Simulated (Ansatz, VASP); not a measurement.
# Cross-check of HfSiO4 (Hafnon) between VASP and Ansatz, part 2 of 3

Wanted: the spread between two codes on one cell, functional and k mesh. The structure shown comes from an earlier Ansatz run, which isn't shown and may have moved the atoms alone.

VASP 6.6.1 and Ansatz 0.2.0.

So far: The starting structure; Ansatz: elastic constants, LDA.

## 3. VASP: elastic constants, LDA

Level of this step: LDA; plane waves and PAW (Hf_pv, Si, O) (VASP).

The same cell, functional (in two slightly different forms), mesh and smearing now go to VASP, with its own data sets.

Lines of VASP's logs that name or quote its potential files are left out, and so is its time.

INCAR reads:

```
SYSTEM = HfSiO4
PREC = Accurate
ENCUT = 600
EDIFF = 1E-08
NELM = 120
ISMEAR = 0
SIGMA = 0.02
LREAL = .FALSE.
ALGO = Normal
GGA = PW92
NBANDS = 50
LASPH = .TRUE.
LORBIT = 11
LWAVE = .FALSE.
LCHARG = .FALSE.
ISIF = 3
IBRION = 6
NFREE = 2
POTIM = 0.015
NSW = 1
GGA_COMPAT = .FALSE.
EFERMI = MIDGAP
KPAR = 2
```

POSCAR reads:

```
HfSiO4
1.0
   -3.2862500000      3.2862500000      2.9816000000
    3.2862500000     -3.2862500000      2.9816000000
    3.2862500000      3.2862500000     -2.9816000000
Hf Si O
2 2 8
Direct
    0.7500000000      0.2500000000      0.5000000000
    0.0000000000      0.0000000000      1.0000000000
    0.2500000000      0.7500000000      0.5000000000
    0.5000000000      0.5000000000      1.0000000000
    0.1335710656      0.3178631707      0.8157078949
    0.0678631707      0.7521552758      0.6842921051
    0.5021552758      0.3178631707      0.1842921051
    0.0678631707      0.3835710656      0.3157078949
    0.6164289344      0.9321368293      0.6842921051
    0.6821368293      0.8664289344      0.1842921051
    0.2478447242      0.9321368293      0.3157078949
    0.6821368293      0.4978447242      0.8157078949
```

KPOINTS reads:

```
Automatic mesh
0
Gamma
4 4 4
0 0 0
```

Potentials, in the order of the species: Hf_pv, Si and O (LDA family, release 64).

The run is started by

```console
$ mpirun -np 2 vasp_std
```

Output:

```text
[banner, memory and clock lines left out]
running    2 mpi-ranks, on    1 nodes
 distrk:  each k-point on    1 cores,    2 groups
 distr:  one band on    1 cores,    1 groups

 POSCAR found type information on POSCAR HfSiO
 POSCAR found :  3 types and      12 ions
|                                                                             |
|               ----> ADVICE to this user running VASP <----                  |
|                                                                             |
|     You enforced a specific xc type in the INCAR file but a different       |
|     [... a line on the potential file left out ...]
|     I HOPE YOU KNOW WHAT YOU ARE DOING!                                     |
|                                                                             |

 LDA part: xc-table for (Slater(with rela. corr.)+PW92), standard interpolation
 POSCAR, INCAR and KPOINTS ok, starting setup
 FFT: planning ... GRIDC
 FFT: planning ... GRID_SOFT
 FFT: planning ... GRID
 WAVECAR not read
 entering main loop
       N       E                     dE             d eps       ncg     rms          rms(c)
DAV:   1     0.477283399118E+03    0.47728E+03   -0.45631E+04  1300   0.166E+03
DAV:   2    -0.104079670894E+03   -0.58136E+03   -0.56534E+03  1606   0.383E+02
DAV:   3    -0.135706380321E+03   -0.31627E+02   -0.31466E+02  1576   0.849E+01
DAV:   4    -0.136112413993E+03   -0.40603E+00   -0.40529E+00  1704   0.105E+01
DAV:   5    -0.136117464782E+03   -0.50508E-02   -0.50486E-02  1598   0.111E+00    0.751E+01
DAV:   6    -0.119525550902E+03    0.16592E+02   -0.68105E+01  1482   0.370E+01    0.618E+01
DAV:   7    -0.119244452675E+03    0.28110E+00   -0.33313E+00  1630   0.852E+00    0.415E+01
DAV:   8    -0.119153115776E+03    0.91337E-01   -0.53838E-01  1596   0.425E+00    0.101E+01
DAV:   9    -0.119107872716E+03    0.45243E-01   -0.17655E-01  1490   0.215E+00    0.267E+00
DAV:  10    -0.119107222727E+03    0.64999E-03   -0.93099E-03  1644   0.504E-01    0.470E-01
DAV:  11    -0.119107074468E+03    0.14826E-03   -0.11887E-03  1558   0.170E-01    0.449E-01
DAV:  12    -0.119107067031E+03    0.74372E-05   -0.12266E-04  1512   0.519E-02    0.171E-01
DAV:  13    -0.119107070205E+03   -0.31736E-05   -0.10300E-05  1704   0.164E-02    0.440E-02
DAV:  14    -0.119107069909E+03    0.29534E-06   -0.65848E-07  1534   0.439E-03    0.408E-03
DAV:  15    -0.119107069916E+03   -0.70677E-08   -0.15808E-07  1616   0.189E-03    0.108E-03
DAV:  16    -0.119107069916E+03    0.23465E-09   -0.16067E-08  1044   0.680E-04
   1 F= -.11910707E+03 E0= -.11910707E+03  d E =0.000000E+00
[... from here on, the cycles between the ionic steps are left out ...]
   2 F= -.11898501E+03 E0= -.11898501E+03  d E =0.000000E+00
  20 F= -.11910091E+03 E0= -.11910091E+03  d E =0.000000E+00
  21 F= -.11910091E+03 E0= -.11910091E+03  d E =0.000000E+00
  22 F= -.11910646E+03 E0= -.11910646E+03  d E =0.000000E+00
  23 F= -.11910646E+03 E0= -.11910646E+03  d E =0.000000E+00
  24 F= -.11910160E+03 E0= -.11910160E+03  d E =0.000000E+00
  25 F= -.11910573E+03 E0= -.11910573E+03  d E =0.000000E+00
  26 F= -.11910277E+03 E0= -.11910277E+03  d E =0.000000E+00
 Finite differences progress:
  Degree of freedom:  13/ 13
  Displacement:        1/  2
  Total:              25/ 26
 bond charge predicted
       N       E                     dE             d eps       ncg     rms          rms(c)
DAV:   1    -0.119105195545E+03   -0.24277E-02   -0.38264E+00  2400   0.909E+00    0.868E-01
DAV:   2    -0.119108029303E+03   -0.28338E-02   -0.57949E-02  2870   0.110E+00    0.535E-01
DAV:   3    -0.119106978289E+03    0.10510E-02   -0.22806E-03  3056   0.274E-01    0.236E-01
DAV:   4    -0.119106877978E+03    0.10031E-03   -0.87518E-04  2888   0.142E-01    0.712E-02
DAV:   5    -0.119106879767E+03   -0.17888E-05   -0.80504E-05  2872   0.514E-02    0.258E-02
DAV:   6    -0.119106878551E+03    0.12163E-05   -0.60815E-06  2984   0.141E-02    0.118E-02
DAV:   7    -0.119106878005E+03    0.54605E-06   -0.28129E-06  2792   0.107E-02    0.332E-03
DAV:   8    -0.119106878006E+03   -0.97589E-09   -0.55020E-07  2800   0.453E-03    0.160E-03
DAV:   9    -0.119106878009E+03   -0.38226E-08   -0.10621E-07  2832   0.162E-03    0.816E-04
DAV:  10    -0.119106878006E+03    0.32824E-08   -0.10647E-08  1584   0.775E-04
  27 F= -.11910688E+03 E0= -.11910688E+03  d E =0.000000E+00
 Finite differences progress:
  Degree of freedom:  13/ 13
  Displacement:        2/  2
  Total:              26/ 26
```

From OUTCAR (step 3):

```text
ion  position               nearest neighbor table
   1  0.750  0.250  0.500-   5 2.11   7 2.11  10 2.11  12 2.11   8 2.25   9 2.25   6 2.25  11 2.25
                             3 2.98   3 2.98   2 3.61   2 3.61   2 3.61   2 3.61
   2  0.000  0.000  0.000-   6 2.11   8 2.11   9 2.11  11 2.11  10 2.25   5 2.25   7 2.25  12 2.25
                             4 2.98   4 2.98   1 3.61   1 3.61   1 3.61   1 3.61
   3  0.250  0.750  0.500-   6 1.63   8 1.63   9 1.63  11 1.63   1 2.98   1 2.98
   4  0.500  0.500  0.000-   5 1.63   7 1.63  10 1.63  12 1.63   2 2.98   2 2.98
   5  0.134  0.318  0.816-   4 1.63   1 2.11   2 2.25
   6  0.068  0.752  0.684-   3 1.63   2 2.11   1 2.25
   7  0.502  0.318  0.184-   4 1.63   1 2.11   2 2.25
   8  0.068  0.384  0.316-   3 1.63   2 2.11   1 2.25
   9  0.616  0.932  0.684-   3 1.63   2 2.11   1 2.25
  10  0.682  0.866  0.184-   4 1.63   1 2.11   2 2.25
  11  0.248  0.932  0.316-   3 1.63   2 2.11   1 2.25
  12  0.682  0.498  0.816-   4 1.63   1 2.11   2 2.25

  LATTYP: Found a body centered tetragonal cell.
 ALAT       =     6.5725000000
 C/A-ratio  =     0.9072955496

 Subroutine GETGRP returns: Found 16 space group operations
 (whereof  8 operations were pure point group operations)

The static configuration has the point symmetry D_2d.
 The point group associated with its full space group is D_4h.

 Found     13 irreducible k-points:

   k-points           NKPTS =     13   k-points in BZ     NKDIM =     13   number of bands    NBANDS=     50

   dimension x,y,z NGX =    48 NGY =   48 NGZ =   48
   dimension x,y,z NGXF=    96 NGYF=   96 NGZF=   96

   ENCUT  =  600.0 eV  44.10 Ry    6.64 a.u.  11.03 11.03 11.03*2*pi/ulx,y,z

   NELECT =      76.0000    total number of electrons

 k-points in reciprocal lattice and weights: Automatic mesh
   0.00000000  0.00000000  0.00000000       0.016
   0.25000000  0.00000000  0.00000000       0.125
   0.50000000  0.00000000  0.00000000       0.062
   0.25000000  0.25000000  0.00000000       0.125
   0.50000000  0.25000000  0.00000000       0.250
  -0.25000000  0.25000000  0.00000000       0.062
   0.50000000  0.50000000  0.00000000       0.031
   0.25000000  0.25000000  0.25000000       0.031
  -0.25000000  0.25000000  0.25000000       0.062
   0.50000000  0.50000000  0.25000000       0.062
  -0.25000000  0.50000000  0.25000000       0.125
  -0.25000000 -0.25000000  0.25000000       0.031
   0.50000000  0.50000000  0.50000000       0.016

 average (electrostatic) potential at core
       1 -37.9761       2 -37.9663       3 -86.0484       4 -86.0807       5 -71.4137
       6 -71.4083       7 -71.4095       8 -71.4083       9 -71.3986      10 -71.4180
      11 -71.4075      12 -71.4180

 E-fermi :   5.7039

 k-point     1 :       0.0000    0.0000    0.0000
  band No.  band energies     occupation
    ...
     34       2.4037      2.00000
     35       2.5021      2.00000
     36       2.5022      2.00000
     37       2.5212      2.00000
     38       3.0704      2.00000
     39       8.7299      0.00000
     40       9.0730      0.00000
     41       9.0861      0.00000
     42       9.2217      0.00000
     43       9.2292      0.00000
    ...

 k-point     2 :       0.2500    0.0000    0.0000
  band No.  band energies     occupation
    ...
     34       2.1321      2.00000
     35       2.3660      2.00000
     36       2.4404      2.00000
     37       2.7109      2.00000
     38       2.9624      2.00000
     39       8.6280      0.00000
     40       8.9150      0.00000
     41       9.2256      0.00000
     42       9.5102      0.00000
     43       9.9500      0.00000
    ...

 k-point     3 :       0.5000    0.0000    0.0000
  band No.  band energies     occupation
    ...
     34       1.9374      2.00000
     35       2.0813      2.00000
     36       2.2382      2.00000
     37       2.8136      2.00000
     38       2.8748      2.00000
     39       8.6153      0.00000
     40       8.7884      0.00000
     41       9.6121      0.00000
     42       9.7813      0.00000
     43       9.9076      0.00000
    ...

[...]
0.000000  0.000000  2.981600    -0.000000    0.000000   -0.415447
      3.286250  2.074990 -1.086118    -0.000000    0.233212    0.165328
      4.497510  0.000000  0.404682     0.233212   -0.000000   -0.165328
     -0.000000  1.211260  1.895482     0.000000   -0.233212    0.165328
      2.074990  0.000000  0.404682    -0.233212   -0.000000   -0.165328
      3.286250  1.211260  2.576918    -0.000000   -0.233212   -0.165328
      1.211260  0.000000  4.067718     0.233212    0.000000    0.165328
      3.286250 -1.211260  2.576918     0.000000    0.233212   -0.165328
      2.074990  3.286250  1.086118    -0.233212   -0.000000    0.165328

   2 f  =   29.178710 THz   183.335241 2PiTHz  973.296993 cm-1   120.673393 meV
             X         Y         Z           dx          dy          dz
     -0.000000  3.286250  1.490800     0.000000   -0.000000    0.009185
      0.000000  0.000000  0.000000    -0.000000   -0.000000    0.009185
      3.286250 -0.000000  1.490800    -0.000000    0.000000   -0.454541
      0.000000  0.000000  2.981600    -0.000000   -0.000000   -0.454541
      3.286250  2.074990 -1.086118     0.000000    0.230028    0.142879
      4.497510  0.000000  0.404682    -0.230028   -0.000000    0.142879
     -0.000000  1.211260  1.895482     0.000000   -0.230028    0.142879
      2.074990  0.000000  0.404682     0.230028   -0.000000    0.142879
      3.286250  1.211260  2.576918    -0.000000    0.230028    0.142879
      1.211260  0.000000  4.067718     0.230028   -0.000000    0.142879
      3.286250 -1.211260  2.576918    -0.000000   -0.230028    0.142879
      2.074990  3.286250  1.086118    -0.230028   -0.000000    0.142879

   3 f  =   28.635081 THz   179.919518 2PiTHz  955.163476 cm-1   118.425125 meV
             X         Y         Z           dx          dy          dz
     -0.000000  3.286250  1.490800     0.000000   -0.000000   -0.000000
      0.000000  0.000000  0.000000    -0.000000   -0.000000   -0.000000
      3.286250 -0.000000  1.490800     0.000000   -0.000000   -0.000000
      0.000000  0.000000  2.981600    -0.000000   -0.000000   -0.000000
      3.286250  2.074990 -1.086118    -0.000000    0.283016    0.211901
      4.497510  0.000000  0.404682    -0.283016   -0.000000    0.211901
     -0.000000  1.211260  1.895482    -0.000000   -0.283016    0.211901
      2.074990  0.000000  0.404682     0.283016   -0.000000    0.211901
      3.286250  1.211260  2.576918    -0.000000   -0.283016   -0.211901
      1.211260  0.000000  4.067718    -0.283016    0.000000   -0.211901
      3.286250 -1.211260  2.576918     0.000000    0.283016   -0.211901
      2.074990  3.286250  1.086118     0.283016    0.000000   -0.211901

   4 f  =   27.681586 THz   173.928533 2PiTHz  923.358313 cm-1   114.481789 meV
             X         Y         Z           dx          dy          dz
     -0.000000  3.286250  1.490800     0.000000    0.000000    0.000000
      0.000000  0.000000  0.000000    -0.000000   -0.000000   -0.000000
      3.286250 -0.000000  1.490800     0.000000    0.000000    0.000000
      0.000000  0.000000  2.981600    -0.000000   -0.000000    0.000000
      3.286250  2.074990 -1.086118     0.000000    0.319792    0.150776
      4.497510  0.000000  0.404682     0.319792   -0.000000   -0.150776
     -0.000000  1.211260  1.895482    -0.000000   -0.319792    0.150776
      2.074990  0.000000  0.404682    -0.319792    0.000000   -0.150776
      3.286250  1.211260  2.576918    -0.000000    0.319792    0.150776
      1.211260  0.000000  4.067718    -0.319792   -0.000000   -0.150776
      3.286250 -1.211260  2.576918    -0.000000   -0.319792    0.150776
      2.074990  3.286250  1.086118     0.319792    0.000000   -0.150776

   5 f  =   27.393082 THz   172.115813 2PiTHz  913.734875 cm-1   113.288635 meV
             X         Y         Z           dx          dy          dz
     -0.000000  3.286250  1.490800     0.020989   -0.000000    0.000000
      0.000000  0.000000  0.000000    -0.020989    0.000000   -0.000000
      3.286250 -0.000000  1.490800     0.405876   -0.000000   -0.000000
      0.000000  0.000000  2.981600    -0.405876    0.000000    0.000000
      3.286250  2.074990 -1.086118     0.001708   -0.000000   -0.000000
      4.497510  0.000000  0.404682    -0.311344    0.000000    0.265470
     -0.000000  1.211260  1.895482     0.001708    0.000000   -0.000000
      2.074990  0.000000  0.404682    -0.311344   -0.000000   -0.265470
      3.286250  1.211260  2.576918    -0.001708   -0.000000   -0.000000
      1.211260  0.000000  4.067718     0.311344   -0.000000    0.265470
      3.286250 -1.211260  2.576918    -0.001708    0.000000   -0.000000
      2.074990  3.286250  1.086118     0.311344    0.000000   -0.265470

   6 f  =   27.393082 THz   172.115813 2PiTHz  913.734875 cm-1   113.288635 meV
             X         Y         Z           dx          dy          dz
     -0.000000  3.286250  1.490800    -0.000000    0.020989    0.000000
      0.000000  0.000000  0.000000    -0.000000   -0.020989   -0.000000
      3.286250 -0.000000  1.490800     0.000000    0.405876    0.000000
      0.000000  0.000000  2.981600    -0.000000   -0.405876    0.000000
      3.286250  2.074990 -1.086118    -0.000000    0.311344    0.265470
      4.497510  0.000000  0.404682    -0.000000   -0.001708    0.000000
     -0.000000  1.211260  1.895482    -0.000000    0.311344   -0.265470
      2.074990  0.000000  0.404682     0.000000   -0.001708   -0.000000
      3.286250  1.211260  2.576918    -0.000000   -0.311344   -0.265470
      1.211260  0.000000  4.067718     0.000000    0.001708    0.000000
      3.286250 -1.211260  2.576918     0.000000   -0.311344    0.265470
      2.074990  3.286250  1.086118    -0.000000    0.001708   -0.000000

   7 f  =   25.726554 THz   161.644705 2PiTHz  858.145463 cm-1   106.396429 meV
             X         Y         Z           dx          dy          dz
     -0.000000  3.286250  1.490800    -0.011164   -0.000183   -0.000000
      0.000000  0.000000  0.000000    -0.011164   -0.000183   -0.000000
      3.286250 -0.000000  1.490800    -0.431956   -0.007062    0.000000
      0.000000  0.000000  2.981600    -0.431956   -0.007062    0.000000
      3.286250  2.074990 -1.086118    -0.014360    0.005217    0.003818
      4.497510  0.000000  0.404682     0.319092   -0.000235   -0.233564
     -0.000000  1.211260  1.895482    -0.014360    0.005217   -0.003818
      2.074990  0.000000  0.404682     0.319092   -0.000235    0.233564
      3.286250  1.211260  2.576918    -0.014360    0.005217    0.003818
      1.211260  0.000000  4.067718     0.319092   -0.000235    0.233564
      3.286250 -1.211260  2.576918    -0.014360    0.005217   -0.003818
      2.074990  3.286250  1.086118     0.319092   -0.000235   -0.233564

   8 f  =   25.726554 THz   161.644705 2PiTHz  858.145463 cm-1   106.396429 meV
             X         Y         Z           dx          dy          dz
     -0.000000  3.286250  1.490800     0.000183   -0.011164    0.000000
      0.000000  0.000000  0.000000     0.000183   -0.011164    0.000000
      3.286250 -0.000000  1.490800     0.007062   -0.431956   -0.000000
      0.000000  0.000000  2.981600     0.007062   -0.431956    0.000000
      3.286250  2.074990 -1.086118     0.000235    0.319092    0.233564
      4.497510  0.000000  0.404682    -0.005217   -0.014360    0.003818
     -0.000000  1.211260  1.895482     0.000235    0.319092   -0.233564
      2.074990  0.000000  0.404682    -0.005217   -0.014360   -0.003818
      3.286250  1.211260  2.576918     0.000235    0.319092    0.233564
    [... 421 further lines ...]
      3.286250 -1.211260  2.576918     0.083788    0.150191    0.000020
      2.074990  3.286250  1.086118     0.083863    0.150057    0.000011

 ELASTIC MODULI CONTR FROM IONIC RELAXATION (kBar)
 Direction    XX          YY          ZZ          XY          YZ          ZX
 --------------------------------------------------------------------------------
 XX        -834.3145    407.4936   -110.4228     -0.0000     -0.0000      0.0000
 YY         407.4936   -834.3145   -110.4228      0.0000     -0.0000     -0.0000
 ZZ        -110.4228   -110.4228   -155.3885     -0.0000     -0.0000      0.0000
 XY          -0.0000      0.0000     -0.0000     -5.5821     -0.0000      0.0000
 YZ          -0.0000     -0.0000     -0.0000     -0.0000   -511.3566      0.0000
 ZX           0.0000      0.0000      0.0000      0.0000      0.0000   -511.3564
 --------------------------------------------------------------------------------

 TOTAL ELASTIC MODULI (kBar)
 Direction    XX          YY          ZZ          XY          YZ          ZX
 --------------------------------------------------------------------------------
 XX        4183.0220    653.9158   1477.3833     -0.0000     -0.0000      0.0000
 YY         653.9158   4183.0220   1477.3833      0.0000     -0.0000     -0.0000
 ZZ        1477.3833   1477.3833   4820.3196     -0.0000     -0.0000      0.0000
 XY          -0.0000      0.0000     -0.0000    533.6328     -0.0000      0.0000
 YZ          -0.0000     -0.0000     -0.0000     -0.0000   1114.7791      0.0000
 ZX           0.0000      0.0000      0.0000      0.0000      0.0000   1114.7792
 --------------------------------------------------------------------------------

 total charge
# of ion       s       p       d       tot
------------------------------------------
    1        0.296   6.618   1.415   8.329
    2        0.296   6.618   1.415   8.329
    3        0.673   1.027   0.000   1.700
    4        0.673   1.027   0.000   1.700
    5        1.542   3.600   0.000   5.142
    6        1.542   3.600   0.000   5.142
    7        1.542   3.600   0.000   5.142
    8        1.542   3.600   0.000   5.142
    9        1.542   3.600   0.000   5.142
   10        1.542   3.600   0.000   5.142
   11        1.542   3.600   0.000   5.142
   12        1.542   3.600   0.000   5.142
--------------------------------------------------
tot         14.278  44.088   2.830  61.196

[... 2 further parts left out ...]
```

CONTCAR:

```
HfSiO4
   1.00000000000000
    -3.2862499999999999    3.2862499999999999    2.9815999999999998
     3.2862499999999999   -3.2862499999999999    2.9815999999999998
     3.2862499999999999    3.2862499999999999   -2.9815999999999998
  Hf              Si              O
     2     2     8
Direct
     0.7500000000000000    0.2500000000000000    0.5000000000000000
     0.0000000000000000    0.0000000000000000    0.0000000000000000
     0.2500000000000000    0.7500000000000000    0.5000000000000000
     0.5000000000000000    0.5000000000000000    0.0000000000000000
     0.1310556376418586    0.3153477427418576    0.8157078949000010
     0.0678631707000008    0.7521552757999999    0.6842921050999990
     0.5021552757999999    0.3178631707000008    0.1842921050999990
     0.0678631707000008    0.3835710656000018    0.3157078949000010
     0.6164289343999982    0.9321368292999992    0.6842921050999990
     0.6821368292999992    0.8664289343999982    0.1842921050999990
     0.2478447242000001    0.9321368292999992    0.3157078949000010
     0.6821368292999992    0.4978447242000001    0.8157078949000010
```

Harder data sets than Hf_pv exist (the GW ones), and pressures, volumes and forces can shift noticeably with them.

Levels, forces or a CONTCAR printed for this step are those of its last displaced cell, not of the structure at rest.

(Part 2 of 3 ends here.)

[Lines on the potential files, build, host, timing and source positions are cut from VASP's logs without a mark.]

[Logs are printed without paths, hosts, clocks, repeated set-up lines and the standing remarks that a program may print on its own settings, such as how far it seeks lower states.]

[Hosts, paths, dates, database ids (printed as entryN), source tags and the programs' standing remarks are cut or masked in the printed files.]
